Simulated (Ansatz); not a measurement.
# LuH2: the cost of one run

Computed with Ansatz 0.2.0 (DFT LDA, scalar-relativistic, unless a step's input says otherwise).

## (1) The system as given

The structure is cubic, space group Fm-3m (No. 225). The conventional cell has a = 5.033 Å, b = 5.033 Å, c = 5.033 Å, α = 90.00°, β = 90.00°, γ = 90.00°. Lu (site symmetry m-3m) has 8 H at 2.18 Å in its first shell of neighbours. H (site symmetry -43m) has 4 Lu at 2.18 Å in its first shell of neighbours.

As a file:

```cif
data_structure
_symmetry_space_group_name_H-M 'P 1'
_symmetry_Int_Tables_number 1
_cell_length_a 3.5589
_cell_length_b 3.5589
_cell_length_c 3.5589
_cell_angle_alpha 60.000
_cell_angle_beta 60.000
_cell_angle_gamma 60.000
_cell_volume 31.87
loop_
_atom_site_label
_atom_site_type_symbol
_atom_site_fract_x
_atom_site_fract_y
_atom_site_fract_z
_atom_site_occupancy
Lu1 Lu 0.00000 0.00000 0.00000 1
H1 H 0.25000 0.25000 0.25000 1
H2 H 0.75000 0.75000 0.75000 1
```

The geometry is a database entry used as it stands. It may stem from high pressure or temperature, or be incomplete, so it serves as a test cell.

Atoms are numbered in the order of the input: Lu1, H2, H3.

## (2) LAPW, all electrons

input.yaml reads:

```yaml
crystal:
  lattice:
    - [0.0, 2.5165, 2.5165]
    - [2.5165, 0.0, 2.5165]
    - [2.5165, 2.5165, 0.0]
  atoms:
    - { symbol: Lu, position: [0.0, 0.0, 0.0] }
    - { symbol: H, position: [0.25, 0.25, 0.25] }
    - { symbol: H, position: [0.75, 0.75, 0.75] }
kpoints:
  mp_grid: { grid: [8, 8, 8] }
  band_path:
    path:
      - [0.0, 0.0, 0.0]
      - [0.5, 0.0, 0.5]
      - [0.625, 0.25, 0.625]
      - [0.375, 0.375, 0.75]
      - [0.0, 0.0, 0.0]
      - [0.5, 0.5, 0.5]
      - [0.5, 0.25, 0.75]
      - [0.5, 0.0, 0.5]
    npoints: 14
scf:
  occupations: { method: fermi_dirac, width: 0.02 }
hamiltonian:
  xc: lda
  pseudopotentials: { kind: all_electron, lapw: { basis_error: 0.001 } }
output:
  forces: true
  stress: true
  eigenvalues: true
  fatbands: true
  populations: true
  dos: { projected: true, de: 0.2, e_range: [-14, 8] }
```

Command:

```
ansatz run input.yaml --threads 1 --pin off --max-ram 4096MiB --backend cpu --events-out ev --progress --plain --runs-dir out
```

**Question.** How long does this run take on 1 thread of Arm Neoverse V1, shared host, and how much memory does it need?

About 21 s, with a peak of 0.27 GiB.
